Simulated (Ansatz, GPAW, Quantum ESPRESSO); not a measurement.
One calculation of Sn, 3 ways

```
CELL_PARAMETERS angstrom
0.00000 3.23334 3.23334
3.23334 0.00000 3.23334
3.23334 3.23334 0.00000
ATOMIC_POSITIONS crystal
Sn 0.75000 0.75000 0.75000
Sn 0.50000 0.50000 0.50000
```

This isn't the form of Sn at room conditions, which is tetragonal (white tin).

Alike in all runs: task band structure; functional LDA; k mesh 7 × 7 × 7; occupations fermi-dirac, width 0.05 eV; no spin polarisation; no spin-orbit coupling. LDA stands for any of its common fits. Pressure is positive in compression and, in plane waves, holds the error of the finite cutoff.

```tsv
program and potentials	plane-wave cutoff (eV)	notes	pressure (GPa)
Ansatz, all-electron LAPW, scalar-relativistic	-	-	0.17
GPAW, the program's PAW data sets (release 1.2.1) made for this functional	600	-	-0.16
Quantum ESPRESSO, PseudoDojo 0.4.1 SR LDA standard	980	-	0.12
```

The pressure spans -0.16 (GPAW, the program's PAW data sets (release 1.2.1) made for this functional) to 0.17 GPa (Ansatz, all-electron LAPW, scalar-relativistic), with all-electron results at 0.17.

The functional is the same throughout but for its coding, so the spread measures potentials, basis and numerics; runs on potential files found faulty are left out.
